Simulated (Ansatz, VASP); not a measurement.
Two plane-wave programs on Si

```
Si
1.0
     3.83212    0.00000    0.00000
    -1.91606    3.31871    0.00000
     0.00000    0.00000    6.34124
Si
4
Direct
  0.33333 0.66667 0.06306
  0.66667 0.33333 0.56306
  0.33333 0.66667 0.43694
  0.66667 0.33333 0.93694
```

This isn't the form of Si at room conditions, which is diamond.

Alike in both runs: task single point; functional HSE06; k mesh 6 × 6 × 2; no spin polarisation.

```csv
,VASP,Ansatz
version,VASP 6.6.1,Ansatz 0.2.0
potentials or method,"VASP PAW PBE potentials, release 64 (Si)","plane waves, PAW"
plane-wave cutoff (eV),520,420
occupations,"gaussian, width 0.01 eV",fixed
valence electrons in the cell,16,16
```

Ansatz gave:

```
gap on the k mesh at the Fermi level (eV)       : 0.97
pressure (GPa)                                  : -0.2
largest component of the traceless stress (GPa) : 0.25
rms of the force components (eV/Å)              : 0.026
```

Q: Which values does VASP return?

A: gap on the k mesh at the Fermi level (eV): 0.99; pressure (GPa): -0.5; largest component of the traceless stress (GPa): 0.27; rms of the force components (eV/Å): 0.028.

Atom by atom the forces differ by 0.001 eV/Å (rms over components). Ansatz warned: «stress_exchange_threshold_loose».

Caveats: the k mesh is coarse (spacing up to 0.50 Å⁻¹), so the values aren't converged, least of all with exact exchange; the PAW data sets were made with another functional, which shifts forces and pressure a little (VASP). A k mesh can miss the band edges.
